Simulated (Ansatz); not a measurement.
**ZnS: the cell at several levels of theory**

The task here is to estimate one member of a computed series from the others.

Program: Ansatz 0.2.0. PAW datasets, plane waves, zero pressure. Calculated at 0 K for a non-magnetic cell.

### The cell

The symmetry is P6_3mc (No. 186, hexagonal); a = 3.806 Å, c = 6.238 Å in the conventional setting, 19.56 Å³ an atom. Zn has 4 S at 2.33–2.34 Å; S has 4 Zn at 2.33–2.34 Å.

Coordinates:

Space group P6_3mc (No. 186). a = 3.806 Å, b = 3.806 Å, c = 6.238 Å, α = 90.00°, β = 90.00°, γ = 120.00°
```
atom  site  symmetry       x       y       z
  Zn    2b       3m.  0.3333  0.6667  0.0001
   S    2b       3m.  0.3333  0.6667  0.3749
```

Set-up of the first run:

input.yaml reads:

```yaml
crystal:
  lattice:
    - [3.8057964671, 0.0, 0.0]
    - [-1.9028982335, 3.2959164221, 0.0]
    - [0.0, 0.0, 6.23798163]
  atoms:
    - { symbol: Zn, position: [0.33333333, 0.66666667, 0.00013968] }
    - { symbol: Zn, position: [0.66666667, 0.33333333, 0.50013968] }
    - { symbol: S, position: [0.33333333, 0.66666667, 0.37486032] }
    - { symbol: S, position: [0.66666667, 0.33333333, 0.87486032] }
kpoints:
  mp_grid: { grid: [12, 12, 4] }
hamiltonian:
  xc: pbe
scf:
  occupations: { method: fermi_dirac, width: 0.02 }
relax:
  f_tol: 0.005
  cell: {}
```

Started as:

```
> ansatz run input.yaml --threads 2 --pin off --max-ram 29491MiB --backend cpu --events-out ev --progress --plain --runs-dir out
```

Among the steps run: PBE: cell and atoms; Relaxing with r2SCAN; Relaxing with PBEsol; Relaxing with LDA; Relaxation with HSE06.

One of the session's tables, all rows but one given; the rest of the session is left out.

| level | a (Å) | c (Å) | volume (Å³/atom) |
| --- | --- | --- | --- |
| PBE | 3.844 | 6.304 | 20.170 |
| r2SCAN | 3.805 | 6.244 | 19.577 |
| PBEsol | 3.782 | 6.208 | 19.225 |
| LDA | 3.738 | 6.143 | 18.585 |
| HSE06 | ? | ? | ? |

Q: Estimate the row for HSE06 from the others.

As computed: a (Å): 3.834; c (Å): 6.278; volume (Å³/atom): 19.978. In the column «a (Å)» it lies between r2SCAN (3.805) and PBE (3.844).

In words: From the start to the first minimum the volume moved by +3.1 %. The volume runs from LDA (least) to PBE (most), a spread of 8.5 %, or 2.8 % in length if all axes shared it alike. A measured c is 6.2576 Å (300 K; a printed reference work, data compilation); the misses are PBE +0.7 %, r2SCAN -0.2 %, PBEsol -0.8 %, LDA -1.8 %, HSE06 +0.3 %. The calculation is for a static lattice, without the thermal expansion and zero-point motion that a measured cell holds. The meshes differ: PBE 12×12×4, r2SCAN 12×12×4, PBEsol 12×12×4, LDA 12×12×4, HSE06 6×6×4.

**Measured values.**

From a printed reference work, data compilation, for a bulk crystal of ZnS at 300 K: lattice constant c 6.2576 Å.
